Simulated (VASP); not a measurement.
TiB2: single point with PBE

TiB2:

```xyz
3
Lattice="1.5220 2.6361 0.0000 -1.5220 2.6361 0.0000 0.0000 0.0000 3.2441" Properties=species:S:1:pos:R:3 pbc="T T T"
Ti    0.0000    0.0000    0.0000
B    -0.0002    1.7575    1.6220
B    -0.0002    3.5147    1.6220
```

```
Program                : VASP 6.6.1
Task                   : single point
Functional             : PBE
Potentials or basis    : VASP PAW PBE potentials, release 64 (Ti_sv, B)
Cutoff                 : 520 eV
k mesh                 : 7 × 7 × 6
Occupations            : fermi-dirac, width 0.0451 eV
Spin                   : no spin polarisation
Dipole correction      : no
Further INCAR settings : ALGO = Fast; EDIFF = 1e-06; NBANDS = 16
```

The pressure is -3.2 GPa and the band gap on the k mesh is none (metal or under the smearing width).

Forces in eV/Å, atoms in the order of the input:
```
Ti  -0.002  0.000  0.000
B    0.001 -0.003  0.000
B    0.001  0.003  0.000
```

Stress tensor (GPa, compression positive):
```
-2.86  0.00  0.00
 0.00 -2.85  0.00
 0.00  0.00 -3.90
```

Levels at points of the mesh, in eV from the Fermi level:
| k point | band 6 | band 7 | band 8 | band 9 | band 10 | band 11 | band 12 | band 13 |
| --- | --- | --- | --- | --- | --- | --- | --- | --- |
| (0.00, 0.00, 0.00) | -2.48 | -2.48 | -2.23 | -1.99 | 1.94 | 1.94 | 3.67 | 3.67 |
| (0.00, 0.00, 0.50) | -7.46 | -0.46 | -0.46 | -0.09 | -0.08 | 0.52 | 0.52 | 1.69 |

Run time: 41 s on 1 thread of AMD EPYC 9R45 (Zen 5), on a shared host, peak memory 0.11 GiB.
